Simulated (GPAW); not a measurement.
Crystal: InAs.

```xyz
2
Lattice="0.0000 3.0180 3.0180 3.0180 0.0000 3.0180 3.0180 3.0180 0.0000" Properties=species:S:1:pos:R:3 pbc="T T T"
In    0.0000    0.0000    0.0000
As    4.5270    4.5270    4.5270
```

| Property | Result |
| --- | --- |
| Program | GPAW 26.7.0 |
| Task | relaxation of cell and atoms |
| Functional | PBEsol |
| Potentials or basis | PAW data sets generated in the run's folder for this functional |
| Cutoff | 600 eV |
| Basis | pw |
| k mesh | 8 × 8 × 8 |
| Occupations | fermi-dirac, width 0.05 eV |
| Spin | no spin polarisation |

At the start: pressure 1.3 GPa; volume 27.49 Å³/atom.

Where does the relaxation end?

Over 3 steps the energy falls by 2.6 meV/atom and the volume is 28.08 Å³/atom (+2.2 %); space group F-43m (No. 216, to 0.05 Å).

The path:
| step | energy change (eV) | largest force (eV/Å) | pressure (GPa) | volume (Å³) |
| --- | --- | --- | --- | --- |
| 1 | 0.0000 | 0.0000 | 1.31 | 54.98 |
| 2 | -0.0020 | 0.0000 | 1.01 | 55.24 |
| 3 | -0.0051 | 0.0000 | 0.03 | 56.17 |

Final structure:
```xyz
2
Lattice="0.0000 3.0396 3.0396 3.0396 0.0000 3.0396 3.0396 3.0396 0.0000" Properties=species:S:1:pos:R:3 pbc="T T T"
In    0.0000    0.0000    0.0000
As    4.5595    4.5595    4.5595
```

Caveat: later steps reuse the first step's grids.
